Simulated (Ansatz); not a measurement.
**La in Ansatz: the effect of Hubbard term**

La:

```xyz
2
Lattice="3.7500 0.0000 0.0000 -1.8750 3.2476 0.0000 0.0000 0.0000 6.0700" Properties=species:S:1:pos:R:3 pbc="T T T"
La    1.8750    1.0825    4.5525
La    0.0000    2.1651    1.5175
```

This isn't the form of La at room conditions, which is double hcp.

Alike in all runs:

- Program: Ansatz 0.2.0
- Task: density of states
- Functional: PBEsol
- Potentials or basis: all-electron LAPW, scalar-relativistic
- Cutoff: 120 eV (chosen from the basis error)
- Basis error allowed: 0.001 eV/atom
- k mesh: 8 × 8 × 5
- Occupations: fermi-dirac, width 0.05 eV
- Spin: no spin polarisation

| Hubbard term | pressure (GPa) |
| --- | --- |
| none | ? |
| La f U = 2 eV | -0.7 |
| La f U = 3 eV | -0.4 |
| La f U = 4 eV | -0.1 |
| La f U = 5 eV | 0.1 |
| La f U = 6 eV | 0.3 |
| La f U = 8 eV | 0.6 |

**Question.** What does the run with Hubbard term none give?

**Answer.** Pressure -1.4 GPa.

Worked out: A parabola through the other rows of the pressure, of slope 0.394 GPa per eV there, extrapolates to -1.4 GPa, against the run's -1.4.

Caveats: U is the effective U less J, on atomic orbitals that reach past the spheres (some runs); U without spin polarisation on a metal has little footing (some runs); the U is typed as a test and isn't derived for this compound (some runs).
